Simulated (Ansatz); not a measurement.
## Pd: frozen-core PAW against all-electron methods

```
Pd
1.0
     0.05835    1.97407    1.97407
     1.97407    0.05835    1.97407
     1.97407    1.97407    0.05835
Pd
1
Direct
  0.00000 0.00000 0.00000
```

The geometry is COD entry 9008478, unchecked; take it as a test cell. The listed cell was then made from it by scaling, straining or moving an atom.

Spin polarisation is left out, and whether a magnetic state lies lower isn't shown here.

Levels of theory: DFT, PBE, PAW with Ansatz's default frozen-core files, scalar-relativistic (Ansatz 0.2.0); DFT, PBE, all-electron PAW with datasets made for the crystal, scalar-relativistic (Ansatz 0.2.0); DFT, PBE, all-electron LAPW, scalar-relativistic (Ansatz 0.2.0).

For PAW: a Γ-centred 18×18×18 k mesh, Fermi–Dirac smearing of 0.05 eV, cutoff 420 eV, no spin polarisation. The crystal-made all-electron datasets (AE datasets) take a cutoff of 280 eV at this cell. LAPW targets a basis error of 0.25 meV/atom. The Ansatz runs share mesh, smearing and spin set-up. Plane-wave (PAW) pressures include the program's estimate of the Pulay term.

Stress and pressure are positive in compression.

The change that made this cell: equal xy, yz and zx engineering shear strains of +3 %.

Spin–orbit coupling is left out, which moves gradients at and beside heavy atoms by some per cent and at worst by a factor of two.

In a metal, gradients converge slowly with the k mesh: the values move by tens of per cent from one mesh to another, at times in sign, so only the comparison on one mesh counts.

```
                            quantity    PAW  AE datasets   LAPW
                      pressure (GPa)   8.16         8.06   8.06
                     stress yz (GPa)  -2.48        -2.47  -2.46
                     stress xz (GPa)  -2.48        -2.47  -2.46
                     stress xy (GPa)  -2.48        -2.47  -2.46
field gradient Vzz at Pd (10²¹ V/m²)  -2.06        -2.15      –
```

PAW's pressure differs from the LAPW value by +0.10 GPa.
